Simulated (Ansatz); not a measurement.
Crystal: Yb.

```
CELL_PARAMETERS angstrom
3.87990 0.00000 0.00000
-1.93995 3.36009 0.00000
0.00000 0.00000 6.38590
ATOMIC_POSITIONS crystal
Yb 0.66667 0.33333 0.75000
Yb 0.33333 0.66667 0.25000
```

This isn't the form of Yb at room conditions, which is fcc.

Base run:

| Item | Value |
| --- | --- |
| Program | Ansatz 0.2.0 |
| Functional | PBEsol |
| Potentials or basis | Ansatz PAW |
| Cutoff | 420 eV (not typed: the program's choice for these potentials) |
| k mesh | 8 × 8 × 4 |
| Occupations | fermi-dirac, width 0.05 eV |
| Spin | collinear spin, ferromagnetic start |
| Starting moments | [1.0, 1.0] μB |

Its results: band gap on the k mesh none (metal or under the smearing width); pressure -3.3 GPa; net moment 0.00 μB per cell.

Problem. The run is repeated on the same cell with these changes: spin from collinear spin, ferromagnetic start to non-collinear spin, ferromagnetic start, spin-orbit coupling; potential files from those of the base run to others of the same set; moments at the start from [1.0, 1.0] to [1.0, 0.0, 0.0, 1.0, 0.0, 0.0]. What comes out?

Solution. Band gap on the k mesh none (metal or under the smearing width); pressure -4.0 GPa; net moment 0.00 μB per cell.

Caveats: the PAW data sets come from PBE, with cores solved anew for the run's functional, which leaves a small shift of forces and pressure; the starting moments weren't kept; spin-orbit coupling is left out, which moves the levels of the heavy elements (some runs); the thresholds are loose for stress (some runs).
